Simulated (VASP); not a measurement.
# Bi: molecular dynamics at constant energy

Bi, Cmce (no. 64), 16 atoms in the cell. PBE, molecular dynamics; PAW potentials Bi (PBE set).

Ensemble: NVE; Starting temperature (K): 1000.

## Input

INCAR:
```
SYSTEM = Bi
GGA      = PE             ! functional
PREC     = Normal         ! precision mode
ENCUT    = 200            ! plane-wave cutoff, eV
EDIFF    = 1E-6           ! SCF threshold, eV
NELMIN   = 4            
NELM     = 60             ! most SCF steps
ALGO     = Fast           ! electronic algorithm
LREAL    = Auto         
LASPH    = .TRUE.         ! aspherical terms in the spheres
ISMEAR   = -1             ! smearing method
SIGMA    = 0.05           ! smearing width, eV
ISYM     = 0            
LWAVE    = .FALSE.        ! write WAVECAR
LCHARG   = .FALSE.        ! write CHGCAR
IBRION   = 0              ! ionic algorithm
NSW      = 60             ! ionic steps
POTIM    = 4.0            ! step
TEBEG    = 1000         
ISIF     = 2              ! what is computed and relaxed
RANDOM_SEED= 944800 0 0   
MDALGO   = 1            
ANDERSEN_PROB= 0.0          
KPAR     = 2             
```

KPOINTS:
```
k-points
0
Monkhorst-Pack
  1 2 2
```

POSCAR:
```
Bi
1.0
   11.0801240000      0.0000000000      0.0000000000
    0.0000000000      6.8081110000      0.0000000000
    0.0000000000      0.0000000000      6.9039310000
Bi
16
Direct
    0.5000000000      0.3331130000      0.6669670000
    0.5000000000      0.6668870000      0.3330330000
    0.5000000000      0.1668870000      0.1669670000
    0.5000000000      0.8331130000      0.8330330000
    0.7960040000      0.0000000000      0.0000000000
    0.2960040000      0.0000000000      0.5000000000
    0.2039960000      0.0000000000      0.0000000000
    0.7039960000      0.0000000000      0.5000000000
    0.0000000000      0.8331130000      0.6669670000
    0.0000000000      0.1668870000      0.3330330000
    0.0000000000      0.6668870000      0.1669670000
    0.0000000000      0.3331130000      0.8330330000
    0.2960040000      0.5000000000      0.0000000000
    0.7960040000      0.5000000000      0.5000000000
    0.7039960000      0.5000000000      0.0000000000
    0.2039960000      0.5000000000      0.5000000000
```

Commands:
```
cat potpaw_PBE.64/Bi/POTCAR > POTCAR
mpirun -np 2 vasp_std > vasp.out
```

## Result

- Rise of the mean potential energy above the start (meV/atom): 49.8
- Mean temperature (K): 586
- Electronic steps per ionic step after the first: 5.0

Course of the run:

| Time (fs) | Temperature (K) | Potential energy less the first (meV/atom) |
|---|---|---|
| 4 | 997 | 0.0 |
| 24 | 929 | 8.3 |
| 40 | 818 | 21.7 |
| 60 | 633 | 44.1 |
| 76 | 490 | 61.5 |
| 96 | 379 | 74.9 |
| 112 | 367 | 76.3 |
| 132 | 421 | 69.8 |
| 148 | 479 | 62.8 |
| 168 | 534 | 56.1 |
| 184 | 557 | 53.3 |
| 204 | 568 | 51.9 |
| 220 | 576 | 51.0 |
| 240 | 598 | 48.3 |

The mean temperature lies below the starting 1000 K, since the atoms start on their sites and part of their kinetic energy turns into potential energy.

REPORT:
```
MDALGO =   1
         ANDERSEN_PROB =  0.00000000
               SCALING =       0
                 CNEXP =     9.000   14.000
           RANDOM_SEED =            944800                0                0

   original number of atomic DOF:         45
   number of independent constraints:      0
   number of active DOF:                  45

========================================
         MD step No.       1
========================================

  Atomic velocities initialized by STEP_tb

  >Energies
                    E_tot             E_pot             E_kin               EPS                ES
   e_b>   -0.58690860E+02   -0.60624078E+02    0.19332183E+01    0.00000000E+00    0.00000000E+00

  >Temperature
               T_sim     T_inst
   tmprt>   1000.000    997.064

  >Thermostat, num. of collisions:                0

           RANDOM_SEED =            944800              192                0

[... steps left out ...]

========================================
         MD step No.      60
========================================

  >Energies
                    E_tot             E_pot             E_kin               EPS                ES
   e_b>   -0.58691618E+02   -0.59850699E+02    0.11590812E+01    0.00000000E+00    0.00000000E+00

  >Temperature
               T_sim     T_inst
   tmprt>   1000.000    597.800

  >Thermostat, num. of collisions:                0

           RANDOM_SEED =            944800             5856                0
```

OSZICAR:
```
N       E                     dE             d eps       ncg     rms          rms(c)
DAV:   1     0.237359144306E+03    0.23736E+03   -0.15628E+04   196   0.594E+02
DAV:   2    -0.320657500606E+02   -0.26942E+03   -0.25905E+03   232   0.133E+02
DAV:   3    -0.594227918436E+02   -0.27357E+02   -0.26457E+02   256   0.453E+01
DAV:   4    -0.606701688981E+02   -0.12474E+01   -0.12408E+01   280   0.108E+01
DAV:   5    -0.606880053566E+02   -0.17836E-01   -0.17776E-01   232   0.137E+00    0.779E+00
RMM:   6    -0.606320709566E+02    0.55934E-01   -0.10461E-01   203   0.782E-01    0.466E+00
RMM:   7    -0.606237755317E+02    0.82954E-02   -0.18519E-01   207   0.113E+00    0.245E-01
RMM:   8    -0.606230292136E+02    0.74632E-03   -0.32018E-02   205   0.578E-01    0.169E-01
RMM:   9    -0.606240732610E+02   -0.10440E-02   -0.10258E-02   284   0.261E-01    0.179E-01
RMM:  10    -0.606242016231E+02   -0.12836E-03   -0.92914E-04   253   0.841E-02    0.273E-01
RMM:  11    -0.606240721338E+02    0.12949E-03   -0.43567E-04   206   0.796E-02    0.212E-02
RMM:  12    -0.606240728224E+02   -0.68865E-06   -0.14987E-04   238   0.315E-02    0.143E-02
[... left out ...]
     59 T=   592. E= -.58691606E+02 F= -.59839200E+02 E0= -.59806526E+02  EK= 0.11476E+01 SP= 0.00E+00 SK= 0.00E+00
[... last step whole ...]
       N       E                     dE             d eps       ncg     rms          rms(c)
DAV:   1    -0.598505651849E+02   -0.11365E-01   -0.20341E-03   351   0.110E+00    0.555E-03
RMM:   2    -0.598506744973E+02   -0.10931E-03   -0.11156E-03   205   0.762E-02    0.218E-03
RMM:   3    -0.598506955369E+02   -0.21040E-04   -0.20322E-04   233   0.346E-02    0.283E-03
RMM:   4    -0.598506985540E+02   -0.30171E-05   -0.33313E-05   209   0.132E-02    0.261E-03
RMM:   5    -0.598506993075E+02   -0.75354E-06   -0.81366E-06   154   0.668E-03
     60 T=   598. E= -.58691618E+02 F= -.59850699E+02 E0= -.59816857E+02  EK= 0.11591E+01 SP= 0.00E+00 SK= 0.00E+00
```

Limits: 240 fs of 16 atoms are too short for converged averages.

VASP 6.6.1 took 314 s on 2 cores (Intel Xeon Platinum 8488C (Sapphire Rapids)), a shared host.
